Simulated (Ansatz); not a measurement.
# SiNi3: relaxation of cell and atoms with PBE

The system is SiNi3.

```xyz
4
Lattice="3.5420 0.0000 0.0000 0.0000 3.5420 0.0000 0.0000 0.0000 3.5420" Properties=species:S:1:pos:R:3 pbc="T T T"
Ni    1.7710    1.7710    0.0000
Ni    1.7710    0.0000    1.7710
Ni    0.0000    1.7710    1.7710
Si    0.0000    0.0000    0.0000
```

```
Program               : Ansatz 0.2.0
Task                  : relaxation of cell and atoms
Functional            : PBE
Potentials or basis   : Ansatz PAW
Cutoff                : 420 eV (not typed: the program's choice for these potentials)
k mesh                : 8 × 8 × 8
Occupations           : fermi-dirac, width 0.05 eV
Spin                  : collinear spin, ferromagnetic start
Starting moments      : [1.0, 1.0, 1.0, 0.0] μB
Target pressure (GPa) : 0
```

| Quantity | Value |
| --- | --- |
| Relaxed volume | 10.78 Å³/atom |
| Relaxed cell | a = 3.506 Å, b = 3.506 Å, c = 3.506 Å, α = 90.00°, β = 90.00°, γ = 90.00° |
| Space group after relaxing (to 0.05 Å) | Pm-3m (No. 221) |
| Energy gained by relaxing | 6.4 meV/atom |
| Ionic steps | 5 |
| Pressure after relaxing | 0.0 GPa |
| Band gap on the k mesh | none (metal or under the smearing width) |
| Net moment | 0.00 μB per cell |
| Absolute moment | 0.00 μB per cell |

Step by step:
| step | energy change (eV) | largest force (eV/Å) | volume (Å³) |
| --- | --- | --- | --- |
| 1 | 0.0000 | 0.0000 | 44.44 |
| 2 | -0.0206 | 0.0000 | 43.71 |
| 3 | -0.0261 | 0.0000 | 43.07 |
| 4 | -0.0261 | 0.0000 | 43.11 |
| 5 | -0.0257 | 0.0000 | 43.11 |

Final structure:
```yaml
crystal:
  lattice:
    - [3.50636, 0.00000, 0.00000]
    - [0.00000, 3.50636, 0.00000]
    - [0.00000, 0.00000, 3.50636]
  atoms:
    - { symbol: Ni, position: [0.50000, 0.50000, 0.00000] }
    - { symbol: Ni, position: [0.50000, 0.00000, 0.50000] }
    - { symbol: Ni, position: [0.00000, 0.50000, 0.50000] }
    - { symbol: Si, position: [0.00000, 0.00000, 0.00000] }
```

Levels at points of the mesh, in eV from the Fermi level:
Spin up:
| k point | band 26 | band 27 | band 28 | band 29 | band 30 | band 31 | band 32 | band 33 |
| --- | --- | --- | --- | --- | --- | --- | --- | --- |
| (0.00, 0.00, 0.00) | -0.63 | -0.63 | -0.29 | 0.03 | 0.03 | 0.03 | 4.79 | 6.29 |
| (0.00, 0.00, -0.50) | -1.31 | -1.15 | -0.56 | 0.03 | 3.59 | 3.59 | 5.13 | 5.21 |
| (0.00, -0.50, -0.50) | -1.45 | -1.11 | -1.02 | -0.95 | 0.65 | 0.65 | 5.58 | 6.29 |
| (-0.50, -0.50, -0.50) | -1.24 | -1.24 | -0.49 | -0.21 | -0.21 | -0.21 | 1.21 | 3.98 |
Spin down:
| k point | band 27 | band 28 | band 29 | band 30 | band 31 | band 32 |
| --- | --- | --- | --- | --- | --- | --- |
| (0.00, 0.00, 0.00) | -0.63 | -0.29 | 0.03 | 0.03 | 0.03 | 4.79 |
| (0.00, 0.00, -0.50) | -1.15 | -0.56 | 0.03 | 3.59 | 3.59 | 5.13 |
| (0.00, -0.50, -0.50) | -1.11 | -1.02 | -0.95 | 0.65 | 0.65 | 5.58 |
| (-0.50, -0.50, -0.50) | -1.24 | -0.49 | -0.21 | -0.21 | -0.21 | 1.21 |

It took 21 s on 2 threads of Arm Neoverse V2 (shared host), peak memory 0.39 GiB.

Caveat: the plane-wave basis is chosen anew once the cell has moved, so the energies of steps on either side of that aren't comparable; the starting moments weren't kept.
